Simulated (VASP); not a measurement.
# Sn (Fd-3m) in VASP: a series of runs

One crystal, Sn, is run at these levels: PBE; tasks: relaxation of cell and atoms.

Program: VASP 6.6.1. These are calculated values, not measurements. Logs are shortened: lines on timing, memory, paths and dates and some standing lists are left out, and cuts for length are marked.

## 1. Starting point

It takes space group Fd-3m (No. 227, cubic). Conventional cell: a = 6.467 Å, b = 6.467 Å, c = 6.467 Å, α = 90.00°, β = 90.00°, γ = 90.00°. Sn (site symmetry -43m) has 4 Sn at 2.80 Å as nearest neighbours.

This isn't the form of Sn at room conditions, which is tetragonal (white tin).

## 2. Relaxation of cell and atoms, PBE

INCAR reads:

```
PREC     = Accurate       # precision mode
ENCUT    = 520            # plane-wave cutoff, eV
EDIFF    = 1E-7           # SCF threshold, eV
ISMEAR   = 0              # smearing method
SIGMA    = 0.02           # smearing width, eV
LREAL    = F              # projectors in reciprocal space
LASPH    = T              # aspherical terms in the spheres
NELM     = 100            # most SCF steps
ALGO     = Normal         # electronic algorithm
ISIF     = 3              # what is computed and relaxed
LWAVE    = F              # write WAVECAR
LCHARG   = F              # write CHGCAR
GGA      = PE             # functional
IBRION   = 2              # ionic algorithm
NSW      = 80             # ionic steps
EDIFFG   = -0.002         # ionic threshold
```

KPOINTS reads:

```
Automatic mesh
0
Gamma
  6 6 6
```

POSCAR reads:

```
Sn
1.0
    0.0000000000      3.2333428000      3.2333428000
    3.2333428000      0.0000000000      3.2333428000
    3.2333428000      3.2333428000      0.0000000000
Sn
2
Direct
    0.0000000000      0.0000000000      0.0000000000
    0.2500000000      0.2500000000      0.2500000000
```

Potentials or basis: VASP PAW PBE potentials, release 64 (Sn_d).

Command:

```console
> cat potpaw_PBE.64/Sn_d/POTCAR > POTCAR
> mpirun -np 1 vasp_std > vasp.out
```

OUTCAR:

```text
PREC = Accurate
   ENCUT = 520
   EDIFF = 1E-7
   ISMEAR = 0
   LREAL = F
   LASPH = T
   NELM = 100
   ISIF = 3
   GGA = PE
   IBRION = 2
   NSW = 80
   EDIFFG = -0.002

 ion  position               nearest neighbor table
   1  0.000  0.000  0.000-   2 2.80   2 2.80   2 2.80   2 2.80
   2  0.250  0.250  0.250-   1 2.80   1 2.80   1 2.80   1 2.80

  LATTYP: Found a face centered cubic cell.
 ALAT       =     6.4666856000

  Lattice vectors:

 A1 = (   0.0000000000,   3.2333428000,   3.2333428000)
 A2 = (   3.2333428000,   0.0000000000,   3.2333428000)
 A3 = (   3.2333428000,   3.2333428000,   0.0000000000)

Analysis of symmetry for initial positions (statically):
=====================================================================
 Subroutine PRICEL returns:
 Original cell was already a primitive cell.

 Routine SETGRP: Setting up the symmetry group for a
 face centered cubic supercell.

 Subroutine GETGRP returns: Found 48 space group operations
 (whereof 24 operations were pure point group operations)
 out of a pool of 48 trial point group operations.

The static configuration has the point symmetry T_d .
 The point group associated with its full space group is O_h .

Analysis of symmetry for dynamics (positions and initial velocities):
=====================================================================
 Subroutine PRICEL returns:
 Original cell was already a primitive cell.

 Routine SETGRP: Setting up the symmetry group for a
 face centered cubic supercell.

 Subroutine GETGRP returns: Found 48 space group operations
 (whereof 24 operations were pure point group operations)
 out of a pool of 48 trial point group operations.

The dynamic configuration has the point symmetry T_d .
 The point group associated with its full space group is O_h .

 Subroutine INISYM returns: Found 48 space group operations
 (whereof 24 operations are pure point group operations),
 and found     1 'primitive' translations

----------------------------------------------------------------------------------------

                                     Primitive cell

  volume of cell :      67.6060

  direct lattice vectors                    reciprocal lattice vectors
     0.000000000  3.233342800  3.233342800    -0.154638723  0.154638723  0.154638723
     3.233342800  0.000000000  3.233342800     0.154638723 -0.154638723  0.154638723
     3.233342800  3.233342800  0.000000000     0.154638723  0.154638723 -0.154638723

  length of vectors
     4.572637240  4.572637240  4.572637240     0.267842124  0.267842124  0.267842124

  position of ions in fractional coordinates (direct lattice)
     0.000000000  0.000000000  0.000000000
     0.250000000  0.250000000  0.250000000

  ion indices of the primitive-cell ions
   primitive index   ion index
                 1           1
                 2           2

----------------------------------------------------------------------------------------

 KPOINTS: Automatic mesh

Automatic generation of k-mesh.
 Grid dimensions read from file:
 generate k-points for:    6    6    6

 Generating k-lattice:

  Cartesian coordinates                     Fractional coordinates (reciprocal lattice)
    -0.025773120  0.025773120  0.025773120     0.166666667  0.000000000  0.000000000
     0.025773120 -0.025773120  0.025773120     0.000000000  0.166666667  0.000000000
     0.025773120  0.025773120 -0.025773120     0.000000000  0.000000000  0.166666667

  Length of vectors
     0.044640354  0.044640354  0.044640354

  Shift w.r.t. Gamma in fractional coordinates (k-lattice)
     0.000000000  0.000000000  0.000000000

 Subroutine IBZKPT returns following result:
 ===========================================

 Found     16 irreducible k-points:

 Following reciprocal coordinates:
            Coordinates               Weight
  0.000000  0.000000  0.000000      1.000000
  0.166667  0.000000  0.000000      8.000000
  0.333333  0.000000  0.000000      8.000000
  0.500000  0.000000  0.000000      4.000000
  0.166667  0.166667  0.000000      6.000000
  0.333333  0.166667  0.000000     24.000000
[... 8 lines left out ...]
 -0.333333  0.333333  0.166667     24.000000
 -0.333333  0.500000  0.166667     12.000000
   k-points           NKPTS =     16   k-points in BZ     NKDIM =     16   number of bands    NBANDS=     18
   number of dos      NEDOS =    301   number of ions     NIONS =      2
   total plane-waves  NPLWV =  46656
   dimension x,y,z NGX =    36 NGY =   36 NGZ =   36
   dimension x,y,z NGXF=    72 NGYF=   72 NGZF=   72
   ions per type =               2
   NGX,Y,Z   is equivalent  to a cutoff of  13.09, 13.09, 13.09 a.u.
   NGXF,Y,Z  is equivalent  to a cutoff of  26.18, 26.18, 26.18 a.u.
 SYSTEM =  unknown system
   PREC   = accura    normal or accurate (medium, high low for compatibility)
   ISTART =      0    job   : 0-new  1-cont  2-samecut
   ICHARG =      2    charge: 1-file 2-atom 10-const
   ISPIN  =      1    spin polarized calculation?
   LNONCOLLINEAR =      F non collinear calculations
   LSORBIT =      F    spin-orbit coupling
   LASPH  =      T    aspherical Exc in radial PAW
   ENCUT  =  520.0 eV  38.22 Ry    6.18 a.u.   8.50  8.50  8.50*2*pi/ulx,y,z
   NELM   =    100;   NELMIN=  2; NELMDL= -5     # of ELM steps
   EDIFF  = 0.1E-06   stopping-criterion for ELM
   LREAL  =      F    real-space projection
   EDIFFG = -.2E-02   stopping-criterion for IOM
   NSW    =     80    number of steps for IOM
   IBRION =      2    ionic relax: 0-MD 1-quasi-New 2-CG
   NFREE  =      1    steps in history (QN), initial steepest desc. (CG)
   ISIF   =      3    stress and relaxation
   ISYM   =      2    0-nonsym 1-usesym 2-fastsym
   POTIM  = 0.5000    time-step for ionic-motion
   TEBEG  =    0.0;   TEEND  =   0.0 temperature during run
   PSTRESS=    0.0 pullay stress
   NELECT =      28.0000    total number of electrons
   NUPDOWN=      -1.0000    fix difference up-down
   EMIN   =  10.00;   EMAX   =-10.00  energy-range for DOS
   EFERMI =   0.00;   METHOD = LEGACY
   ISMEAR =     0;   SIGMA  =   0.02  broadening in eV -4-tet -1-fermi 0-gaus
   EFERMI_NEDOS =   21; number of points for ismear=-14 and -15
   IALGO  =     38    algorithm
   IMIX   =      4    mixing-type and parameters
     AMIX     =   0.40;   BMIX     =  1.00
     AMIX_MAG =   1.60;   BMIX_MAG =  1.00
  volume/ion in A,a.u.               =      33.80       228.11
  Fermi-wavevector in a.u.,A,eV,Ry     =   1.220298  2.306028 20.260793  1.489126
  Thomas-Fermi vector in A             =   2.355520
   LORBIT       =      0    0 simple, 1 ext, 2 COOP (PROOUT), +10 PAW based schemes
   GGA     = PE    functional components
   LHFCALC =     F    Hartree Fock is set to
   AEXX    =    0.0000 exact exchange contribution
   IVDW    =     0    specifies the selected vdW correction
   LEPSILON=     F    determine dielectric tensor
   LRPA    =     F    only Hartree local field effects (RPA)
 conjugate gradient relaxation of ions
 non-spin polarized calculation
 Gauss-broadening in eV      SIGMA  =   0.02
  energy-cutoff  :      520.00
  volume of cell :       67.61
 maximum number of plane-waves:      1853
 NGX is ok and might be reduce to    36
   NGX = 17   NGY = 17   NGZ = 17

--------------------------------------- Ionic step        1  -------------------------------------------

 number of electron      28.0000008 magnetization

 Free energy of the ion-electron system (eV)
  ---------------------------------------------------
  ext. energy  EPLUGINS =         0.00000000
  ---------------------------------------------------
  free energy    TOTEN  =        -7.59177005 eV

  energy without entropy =       -7.59156109  energy(sigma->0) =       -7.59166557

 E-fermi :   5.7747     XC(G=0):  -8.9172

 val. band max:        5.3959502475   @ k =   0.1667   0.0000   0.0000
 cond. band min:       5.7746909932   @ k =   0.5000   0.0000   0.0000
 fundamental gap:      0.3787407457
 Fermi energy:         5.7746909884

 k-point     1 :       0.0000    0.0000    0.0000
  band No.  band energies     occupation
      1     -15.9422      2.00000
      2     -15.9422      2.00000
      3     -15.9422      2.00000
      4     -15.8812      2.00000
      5     -15.8812      2.00000
      6     -15.5634      2.00000
[... 10 lines left out ...]
     17       7.9201      0.00000
     18       7.9201      0.00000
[... 443 lines left out ...]
 POSITION                                       TOTAL-FORCE (eV/Angst)
 -----------------------------------------------------------------------------------
      3.32878      6.65756      3.32878         0.000000      0.000000      0.000000
      1.66439      1.66439      1.66439        -0.000000     -0.000000     -0.000000
 -----------------------------------------------------------------------------------
    total drift:                                0.000000      0.000000      0.000000

  FREE ENERGIE OF THE ION-ELECTRON SYSTEM (eV)
  ---------------------------------------------------
  free  energy   TOTEN  =        -7.6583775772 eV

  energy  without entropy=       -7.6581686181  energy(sigma->0) =       -7.65827310

--------------------------------------- Ionic step        5  -------------------------------------------

 number of electron      28.0000007 magnetization

 Free energy of the ion-electron system (eV)
  ---------------------------------------------------
  ext. energy  EPLUGINS =         0.00000000
  ---------------------------------------------------
  free energy    TOTEN  =        -7.65839147 eV

  energy without entropy =       -7.65818251  energy(sigma->0) =       -7.65828699

 E-fermi :   4.7379     XC(G=0):  -8.5429

 val. band max:        4.5723631098   @ k =   0.1667   0.0000   0.0000
 cond. band min:       4.7378971724   @ k =   0.5000   0.0000   0.0000
 fundamental gap:      0.1655340626
 Fermi energy:         4.7378971724

 k-point     1 :       0.0000    0.0000    0.0000
  band No.  band energies     occupation
      1     -16.6672      2.00000
      2     -16.6672      2.00000
      3     -16.6672      2.00000
      4     -16.6176      2.00000
      5     -16.6176      2.00000
      6     -16.3651      2.00000
[... 10 lines left out ...]
     17       7.0268      0.00000
     18       7.0268      0.00000
[... 335 lines left out ...]
 POSITION                                       TOTAL-FORCE (eV/Angst)
 -----------------------------------------------------------------------------------
      0.00000      0.00000      0.00000         0.000000     -0.000000     -0.000000
      1.66370      1.66370      1.66370        -0.000000      0.000000      0.000000
 -----------------------------------------------------------------------------------
    total drift:                                0.000000      0.000000      0.000000

  FREE ENERGIE OF THE ION-ELECTRON SYSTEM (eV)
  ---------------------------------------------------
  free  energy   TOTEN  =        -7.6583914706 eV

  energy  without entropy=       -7.6581825115  energy(sigma->0) =       -7.65828699

 reached required accuracy - stopping structural energy minimisation
```

It took 66 s on 1 thread of Intel Xeon Platinum 8488C (Sapphire Rapids), shared host; peak memory 0.21 GiB.

Results:

```
Free energy                            : -7.6584 eV
Relaxed volume                         : 36.84 Å³/atom
Relaxed cell                           : a = 4.706 Å, b = 4.706 Å, c = 4.706 Å, α = 60.00°, β = 60.00°, γ = 60.00°
Space group after relaxing (to 0.05 Å) : Fd-3m (No. 227)
Energy gained by relaxing              : 33.3 meV/atom
Ionic steps                            : 5
Pressure after relaxing                : 0.0 GPa
Band gap on the k mesh                 : none (metal or under the smearing width)
```

The path:
```
step  energy change (eV)  largest force (eV/Å)  pressure (GPa)  volume (Å³)
   1              0.0000                0.0000            3.83        67.61
   2             -0.0599                0.0000           -0.97        75.83
   3             -0.0666                0.0000            0.02        73.65
   4             -0.0666                0.0000           -0.04        73.77
   5             -0.0666                0.0000            0.00        73.68
```

Final structure:
```
Sn
1.0
     0.00000    3.32740    3.32740
     3.32740    0.00000    3.32740
     3.32740    3.32740    0.00000
Sn
2
Direct
  0.00000 0.00000 0.00000
  0.25000 0.25000 0.25000
```

Levels at points of the mesh, in eV from the Fermi level:
```csv
k point,band 10,band 11,band 12,band 13,band 14,band 15,band 16,band 17,band 18
"(0.00, 0.00, 0.00)",-21.10,-9.98,-1.00,0.23,0.23,0.23,2.29,2.29,2.29
"(0.50, 0.00, 0.00)",-21.06,-8.50,-5.89,-0.86,-0.86,0.00,3.34,3.34,5.83
"(0.50, 0.50, 0.00)",-21.04,-7.13,-7.13,-2.08,-2.08,1.04,1.04,7.39,7.39
```

PBE usually gives volumes a little too large and moduli too small. Zero-point motion and thermal expansion aren't in these numbers.

## 3. Relaxation of cell and atoms, PBE

This run uses another cell than the first one, of 36.84 Å³/atom, 1.090 times its volume.

INCAR is that of step 2.

KPOINTS is that of step 2.

POSCAR reads:

```
Sn                                      
1.0
    0.0000000000      3.3273950363      3.3273950363
    3.3273950363      0.0000000000      3.3273950363
    3.3273950363      3.3273950363      0.0000000000
  Sn            
     2
Direct
     0.0000000000000000    0.0000000000000000    0.0000000000000000
     0.2500000000000000    0.2500000000000000    0.2500000000000000
```

Potentials or basis: VASP PAW PBE potentials, release 64 (Sn_d).

Command:

```console
> cat potpaw_PBE.64/Sn_d/POTCAR > POTCAR
> mpirun -np 1 vasp_std > vasp.out
```

Run time: 23 s. Hardware: 1 thread of Intel Xeon Platinum 8488C (Sapphire Rapids), shared host; peak memory 0.2 GiB.

The run converged. Its results:

| Item | Value |
| --- | --- |
| Free energy | -7.6601 eV |
| Relaxed volume | 36.82 Å³/atom |
| Relaxed cell | a = 4.705 Å, b = 4.705 Å, c = 4.705 Å, α = 60.00°, β = 60.00°, γ = 60.00° |
| Space group after relaxing (to 0.05 Å) | Fd-3m (No. 227) |
| Energy gained by relaxing | 0.0 meV/atom |
| Ionic steps | 2 |
| Pressure after relaxing | 0.0 GPa |
| Band gap on the k mesh | none (metal or under the smearing width) |

Final structure:
```
CELL_PARAMETERS angstrom
0.00000 3.32693 3.32693
3.32693 0.00000 3.32693
3.32693 3.32693 0.00000
ATOMIC_POSITIONS crystal
Sn 0.00000 0.00000 0.00000
Sn 0.25000 0.25000 0.25000
```

Levels at points of the mesh, in eV from the Fermi level:
| k point | band 11 | band 12 | band 13 | band 14 | band 15 | band 16 | band 17 | band 18 |
| --- | --- | --- | --- | --- | --- | --- | --- | --- |
| (0.00, 0.00, 0.00) | -9.98 | -1.00 | 0.23 | 0.23 | 0.23 | 2.29 | 2.29 | 2.29 |
| (0.50, 0.00, 0.00) | -8.50 | -5.89 | -0.86 | -0.86 | 0.00 | 3.34 | 3.34 | 5.83 |
| (0.50, 0.50, 0.00) | -7.13 | -7.13 | -2.08 | -2.08 | 1.04 | 1.04 | 7.40 | 7.40 |
